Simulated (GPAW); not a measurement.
# WS2 (Tungstenite) (P6_3/mmc) in GPAW: single point with PBEsol

Aim: the single point of WS2 (Tungstenite) with PBEsol.

Program: GPAW 26.7.0. These are calculated values, not measurements. Logs are shortened: lines on timing, memory, paths and dates and some standing lists are left out, and cuts for length are marked. The log counts tension as positive stress, the text compression.

## Step 1: The undisturbed crystal

Symmetry: P6_3/mmc, No. 194, hexagonal system. The conventional cell has a = 3.180 Å, b = 3.180 Å, c = 12.500 Å, α = 90.00°, β = 90.00°, γ = 120.00°. W (site symmetry -6m2) is surrounded by 6 S at 2.41 Å. S (site symmetry 3m) has 3 W at 2.41 Å as nearest neighbours.

## Step 2: Single point, PBEsol (atoms moved at random, drawn with an rms of 0.05 Å)

Contents of run.py:

```python
from ase import Atoms
from ase.dft.bandgap import bandgap
from ase.io import write
from ase.units import GPa
from ase.parallel import parprint
from gpaw import GPAW, PW, setup_paths

setup_paths.insert(0, '.')

atoms = Atoms(['W', 'W', 'S', 'S', 'S', 'S'],
              cell=[[3.18, 0.0, 0.0],
                    [-1.59, 2.753960784, 0.0],
                    [0.0, 0.0, 12.5]],
              scaled_positions=[[0.670413, 0.332132, 0.748511],
                                [0.351526, 0.676113, 0.248159],
                                [0.650548, 0.328846, 0.370564],
                                [0.332383, 0.665762, 0.869796],
                                [0.683593, 0.340496, 0.122155],
                                [0.352736, 0.675784, 0.626421]],
              pbc=True)

calc = GPAW(mode=PW(600),
            xc='PBEsol',
            kpts={'size': (10, 10, 3), 'gamma': True},
            occupations={'name': 'fermi-dirac', 'width': 0.05},
            nbands=46,
            convergence={'density': 1e-05, 'energy': 1e-05},
            maxiter=150,
            txt='gpaw.txt')
atoms.calc = calc
energy = atoms.get_potential_energy()
forces = atoms.get_forces()
stress = atoms.get_stress()
calc.write('gs.gpw')
write('result.traj', atoms)
parprint(f'Energy: {energy:.6f} eV')
parprint('Forces (eV/A):')
parprint(forces.round(4))
parprint('Stress (GPa):', (stress / GPa).round(3))
parprint('Fermi level:', round(calc.get_fermi_level(), 4), 'eV')
parprint(f'Gap: {bandgap(calc)[0]:.4f} eV, direct: {bandgap(calc, direct=True)[0]:.4f} eV')
```

Potentials or basis: PAW data sets generated in the run's folder for this functional, pw.

Started as:

```
gpaw-setup -f PBEsol S W
OMP_NUM_THREADS=1 mpirun -n 4 gpaw python run.py
```

gpaw.txt:

```text
__  _  _
 | _ |_)|_||  |
 |__||  | ||/\| - 26.7.0

Input parameters:
  mode=PW(ecut=600.0),
  convergence={'density': 1e-05, 'energy': 1e-05},
  kpts=MonkhorstPack(size=(10, 10, 3), gamma=True),
  maxiter=150,
  nbands=46,
  occupations=Occupations(name='fermi-dirac', width=0.05),
  xc=XC(name='PBEsol')

Diagonalizing LCAO Hamiltonian
Converting LCAO to pw mode

        S

           W
        S

           S
        W

           S

Atoms  # Å, Bohr magnetons
|   | symbol |         x |        y |         z |    initial magnetic moments |
|---|--------|-----------|----------|-----------|-----------------------------|
| 0 |      W |  1.603823 | 0.914679 |  9.356388 | ( 0.0000,  0.0000,  0.0000) |
| 1 |      W |  0.042833 | 1.861989 |  3.101987 | ( 0.0000,  0.0000,  0.0000) |
| 2 |      S |  1.545877 | 0.905629 |  4.632050 | ( 0.0000,  0.0000,  0.0000) |
| 3 |      S | -0.001584 | 1.833482 | 10.872450 | ( 0.0000,  0.0000,  0.0000) |
| 4 |      S |  1.632437 | 0.937713 |  1.526938 | ( 0.0000,  0.0000,  0.0000) |
| 5 |      S |  0.047204 | 1.861083 |  7.830262 | ( 0.0000,  0.0000,  0.0000) |

Unit cell  # Å
| periodic |         x |        y |         z |   lengths |     angles |
|----------|-----------|----------|-----------|-----------|------------|
|      yes |  3.180000 | 0.000000 |  0.000000 |  3.180000 |  90.000000 |
|      yes | -1.590000 | 2.753961 |  0.000000 |  3.180000 |  90.000000 |
|      yes |  0.000000 | 0.000000 | 12.500000 | 12.500000 | 120.000000 |

Number of symmetries: 1
Symmetry operations  # r_c * U_cc + t_c -> r_c
|   | kind |            matrix            |
|---|------|------------------------------|
| 0 |  E   |  1, 0, 0,  0, 1, 0,  0, 0, 1 |

BZ-sampling:
  Number of BZ points: 300
  Number of IBZ points: 152

  Monkhorst-Pack size: [10, 10, 3]
  Monkhorst-Pack shift: [0.05, 0.05, 0.0]

K-points  # in reciprocal-cell coordinates
|     |                                coordinates |     weight |
|-----|--------------------------------------------|------------|
|   0 | (  0.00000000,   0.00000000,   0.00000000) | 0.00333333 |
|   1 | (  0.00000000,   0.00000000,   0.33333333) | 0.00666667 |
|   2 | (  0.00000000,   0.10000000,  -0.33333333) | 0.00666667 |
|   3 | (  0.00000000,   0.10000000,   0.00000000) | 0.00666667 |
|   4 | (  0.00000000,   0.10000000,   0.33333333) | 0.00666667 |
|   5 | (  0.00000000,   0.20000000,  -0.33333333) | 0.00666667 |
|   6 | (  0.00000000,   0.20000000,   0.00000000) | 0.00666667 |
|   7 | (  0.00000000,   0.20000000,   0.33333333) | 0.00666667 |
|   8 | (  0.00000000,   0.30000000,  -0.33333333) | 0.00666667 |
|   9 | (  0.00000000,   0.30000000,   0.00000000) | 0.00666667 |
| ... |                                            |            |
| 151 | (  0.50000000,   0.50000000,   0.33333333) | 0.00666667 |

Plane wave coefficients: 3691
Cutoff: 600.0 eV

Spin-components: 1 (collinear spins)
Bands:           46
Projectors:      32
Spin-degeneracy: 2
Datatype:        complex128

Parallelization:
  kpt:    4
  domain: 1
  band:   1

Density:
  Valence electrons: 52.0
  Components: 1
  Grid points: [18 18 72]
  Charge: 0.0  # |e|

Potential:
  Grid points: [18 18 72]

species:
  W:
    name:    Tungsten
    Z:       74.0
    valence: 14
    core:    60
    charge:  0.0  # [|e|]
    compensation charges:
      type: gauss
      rc: 0.40  # [Å]
      lmax: 2
    cutoffs:
      filter: 2.36  # [Å]
      core: 3.02  # [Å]
    projectors
    | kind |    occ | energy [eV] | rcut [Å] |
    |------|--------|-------------|----------|
    |   5s |  2.000 |     -78.864 |    1.344 |
    |   6s |  2.000 |      -5.730 |    1.344 |
    |   5p |  6.000 |     -43.252 |    1.355 |
    |   6p |  0.000 |      -1.338 |    1.355 |
    |   5d |  4.000 |      -4.526 |    1.228 |
    |    d |        |      22.686 |    1.228 |

    Using partial waves for W as LCAO basis

  S:
    name:    Sulfur
    Z:       16.0
    valence: 6
    core:    10
    charge:  0.0  # [|e|]
    compensation charges:
      type: gauss
      rc: 0.24  # [Å]
      lmax: 2
    cutoffs:
      filter: 1.77  # [Å]
      core: 1.66  # [Å]
    projectors
    | kind |    occ | energy [eV] | rcut [Å] |
    |------|--------|-------------|----------|
    |   3s |  2.000 |     -17.192 |    0.974 |
    |   3p |  4.000 |      -6.978 |    0.979 |
    |    s |        |      10.020 |    0.974 |
    |    p |        |      20.234 |    0.979 |
    |    d |        |       0.000 |    0.900 |

    Using partial waves for S as LCAO basis

Reference energy: -920646.339667  # eV

eigensolver:
  PPCG
  Converge bands: occupied
  niter=2

density mixing:
  MSR1-Mixer
  Pratt-step length: 0.05
  Maximum mixing coefficient: 0.75
  Old densities: 10
  SVD Regularization: 0.005
  Good broyden scale: 1.0
  Trust region scale: 1.0
  Backstep threshold: 4.0
  History deletion threshold: 6.0
  Fourier metric: weight=20.0, sigma=0.015

occupation numbers:
  Fermi-Dirac:
    width: 0.0500  # eV

poisson solver:
  ecut: 4800.0  # eV

xc functional:
  name: PBEsol with 2 nearest neighbor stencil

convergence criteria:
- Maximum integral of absolute [dens]ity change: 1e-05 electrons / valence electron
- Maximum [total energy] change in last 3 cyles: 1e-05 eV / valence electron
- Maximum integral of absolute [eigenst]ate change: 4e-08 eV^2 / valence electron
maximum number of iterations: 150

SCF iterations
|iter     | |      energy | eigst |  dens |
|---------|-|-------------|-------|-------|
|iter:   1| |  -47.975281 | +0.46 |       |
|iter:   2| |  -48.210458 | -1.43 | -1.20 |
|iter:   3| |  -48.831015 | -1.07 | -1.23 |
|iter:   4| |  -47.840017 | -1.71 | -1.25 |
|iter:   5| |  -47.614293 | -2.01 | -1.60 |
|iter:   6| |  -47.666144 | -2.89 | -1.96 |
|iter:   7| |  -47.619707 | -3.22 | -2.02 |
|iter:   8| |  -47.613205 | -4.12 | -2.44 |
|iter:   9| |  -47.613125 | -4.94 | -2.87 |
|iter:  10| |  -47.613093c| -5.63 | -3.27 |
|iter:  11| |  -47.613072c| -6.28 | -3.54 |
|iter:  12| |  -47.613071c| -7.37 | -4.33 |
|iter:  13| |  -47.613071c| -8.28c| -5.08c|

Converged in 13 steps
Energy contributions relative to reference atoms: (reference = -920646.339667)

Energy contributions:
  Kinetic:          33.383036
  Coulomb:         -36.873294
  Zero:              0.284675
  External:          0.000000
  Xc:              -44.407488
  Entropy:          -0.000001
  Spinorbit:         0.000000
  ----------------------------
  Free energy:     -47.613072
  Extrapolated:    -47.613071

dipole moment: (0.489270, 0.245145, -0.219598)  # |e|*Ang

Fermi level: 8.882
Eigenvalues  # (at kpt = [0.000, 0.000, 0.000])
| band index |      eig [eV] | occ [0-2] |
|------------|---------------|-----------|
|          0 |       -66.049 |     2.000 |
|        ... |               |           |
|         18 |         4.826 |     2.000 |
|         19 |         5.767 |     2.000 |
|         20 |         5.824 |     2.000 |
|         21 |         5.938 |     2.000 |
|         22 |         6.271 |     2.000 |
|         23 |         6.803 |     2.000 |
[... 8 lines left out ...]
|         32 |        10.987 |     0.000 |
|         33 |        11.004 |     0.000 |
|        ... |               |           |
|         45 |        20.174 |     0.000 |

Gap: 1.064 eV
Transition (v -> c):
  (s=0, k=0, n=25, [0.00, 0.00, 0.00]) -> (s=0, k=113, n=26, [0.40, -0.20, 0.00])
Direct/indirect transitions are different
Direct gap: 1.887 eV
Transition at: (s=0, k=0, n=25, [0.00, 0.00, 0.00])

Forces  # eV/Ang
|        x |        y |        z |
|----------|----------|----------|
|  0.18771 |  0.32883 | -0.15390 |  # W    0
| -0.94916 | -0.46038 | -0.83592 |  # W    1
|  0.90737 |  0.37678 |  0.54255 |  # S    2
|  0.16562 | -0.01368 |  0.80830 |  # S    3
|  0.04107 |  0.08150 |  0.30015 |  # S    4
| -0.35260 | -0.31304 | -0.66125 |  # S    5

Stress tensor  # eV/Ang^3
|         x |         y |         z |
|-----------|-----------|-----------|
|  0.013262 |  0.004014 | -0.018788 |
|  0.004014 |  0.007734 | -0.008042 |
| -0.018788 | -0.008042 | -0.024220 |

# Writing to gs.gpw (mode='')
```

stdout:

```text
Energy: -47.613071 eV
Forces (eV/A):
[[ 0.1877  0.3288 -0.1539]
 [-0.9492 -0.4604 -0.8359]
 [ 0.9074  0.3768  0.5425]
 [ 0.1656 -0.0137  0.8083]
 [ 0.0411  0.0815  0.3002]
 [-0.3526 -0.313  -0.6612]]
Stress (GPa): [ 2.125  1.239 -3.881 -1.289 -3.01   0.643]
Fermi level: 8.882 eV
Gap: 1.0637 eV, direct: 1.8868 eV
```

It took 4.5 min on 4 MPI ranks of Arm Neoverse N1, shared host; peak memory 0.33 GiB.

Results:

| Quantity | Value |
| --- | --- |
| Free energy | -47.6131 eV |
| Pressure | 0.2 GPa |
| Largest force | 1.346 eV/Å |
| Band gap on the k mesh | 1.06 eV, indirect (least direct gap 1.89 eV) |

Forces in eV/Å, atoms in the order of the input:
```
W    0.188  0.329 -0.154
W   -0.949 -0.460 -0.836
S    0.907  0.377  0.543
S    0.166 -0.014  0.808
S    0.041  0.081  0.300
S   -0.353 -0.313 -0.661
```

Levels at points of the mesh, in eV from the valence-band top:
| k point | band 24 | band 25 | band 26 | band 27 | band 28 | band 29 |
| --- | --- | --- | --- | --- | --- | --- |
| (0.00, 0.00, 0.00) | -1.61 | -1.09 | 0.00 | 1.89 | 2.03 | 2.16 |
| (0.00, 0.50, 0.00) | -2.04 | -1.76 | -1.58 | 2.02 | 2.09 | 2.47 |
| (0.50, 0.00, 0.00) | -2.00 | -1.69 | -1.50 | 2.05 | 2.16 | 2.46 |
| (0.50, 0.50, 0.00) | -2.04 | -1.74 | -1.58 | 2.03 | 2.09 | 2.47 |

Caveat: spin-orbit coupling is left out, which moves the levels of the heavy elements; an odd mesh through Γ misses points on the zone boundary, where band edges often lie.
